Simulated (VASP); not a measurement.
# Si: relaxed cell and band gap, by functional

Si, Fd-3m (no. 227), 2 atoms in the cell.

| Functional | Volume (Å³/atom) | Change from the starting volume (fraction) | Gap, path and mesh (eV) | Time (s) |
|---|---|---|---|---|
| revPBE | 20.69 | 0.026 | 0.67 | 39 |
| AM05 | 20.10 | -0.003 | 0.50 | 40 |
| PW91 | 20.45 | 0.014 | 0.63 | 36 |
| BLYP | 21.21 | 0.052 | 0.89 | 55 |
| optPBE exchange with PBE correlation | 20.35 | 0.009 | 0.54 | 29 |
| optB88 exchange with PBE correlation | 20.19 | 0.001 | 0.51 | 25 |
| optB86b exchange with PBE correlation | 20.04 | -0.006 | 0.40 | 29 |
| PW86R exchange with PBE correlation | 20.89 | 0.036 | 0.80 | 32 |
| CX exchange with PBE correlation | 19.94 | -0.011 | 0.33 | 31 |

## Input of the first row

INCAR.step1:
```
ALGO = Normal
EDIFF = 1E-7
EDIFFG = -0.005
ENCUT = 600
GGA = RE
GGA_COMPAT = False
IBRION = 2
ISIF = 3
ISMEAR = 0
LASPH = True
LCHARG = False
LREAL = False
LWAVE = False
NELM = 150
NSW = 60
PREC = Accurate
SIGMA = 0.02
```

INCAR.step2, as INCAR.step1 but for:
```
- NSW = 60
+ NSW = 40
```

INCAR.step3, as INCAR.step2 but for:
```
- EDIFFG = -0.005
- IBRION = 2
- ISIF = 3
- NSW = 40
+ ISIF = 2
+ NBANDS = 11
```

KPOINTS:
```
k-points
0
Gamma
  7 7 7
```

KPOINTS_OPT:
```
path GXWKGLUWLK,UX
8
line-mode
reciprocal
 0.0000000000  0.0000000000  0.0000000000  G
 0.5000000000  0.0000000000  0.5000000000  X

 0.5000000000  0.0000000000  0.5000000000  X
 0.5000000000  0.2500000000  0.7500000000  W

 0.5000000000  0.2500000000  0.7500000000  W
 0.3750000000  0.3750000000  0.7500000000  K

 0.3750000000  0.3750000000  0.7500000000  K
 0.0000000000  0.0000000000  0.0000000000  G

 0.0000000000  0.0000000000  0.0000000000  G
 0.5000000000  0.5000000000  0.5000000000  L

 0.5000000000  0.5000000000  0.5000000000  L
 0.6250000000  0.2500000000  0.6250000000  U

 0.6250000000  0.2500000000  0.6250000000  U
 0.5000000000  0.2500000000  0.7500000000  W

 0.5000000000  0.2500000000  0.7500000000  W
 0.5000000000  0.5000000000  0.5000000000  L

 0.5000000000  0.5000000000  0.5000000000  L
 0.3750000000  0.3750000000  0.7500000000  K

 0.6250000000  0.2500000000  0.6250000000  U
 0.5000000000  0.0000000000  0.5000000000  X
```

POSCAR.step1:
```
Si
1.0
    0.0000000000      2.7218511865      2.7218511865
    2.7218511865      0.0000000000      2.7218511865
    2.7218511865      2.7218511865      0.0000000000
Si
2
Direct
    0.5000000000      0.5000000000      0.5000000000
    0.7500000000      0.7500000000      0.7500000000
```

Commands (each step's output is kept before the next begins):
```
cat potpaw_PBE.64/Si/POTCAR > POTCAR
cp INCAR.step1 INCAR
cp POSCAR.step1 POSCAR
mpirun -np 1 vasp_std > vasp.out
cp CONTCAR POSCAR
rm WAVECAR CHG
cp INCAR.step2 INCAR
mpirun -np 1 vasp_std > vasp.out
cp CONTCAR POSCAR
rm WAVECAR CHG
cp INCAR.step3 INCAR
mpirun -np 1 vasp_std > vasp.out
```

Changes of the last row against the first:
```
(all steps)
- GGA = RE
+ GGA = CX
```

VASP 6.6.1 took 39 s on 1 core (Intel Xeon Platinum 8488C (Sapphire Rapids)), a shared host.
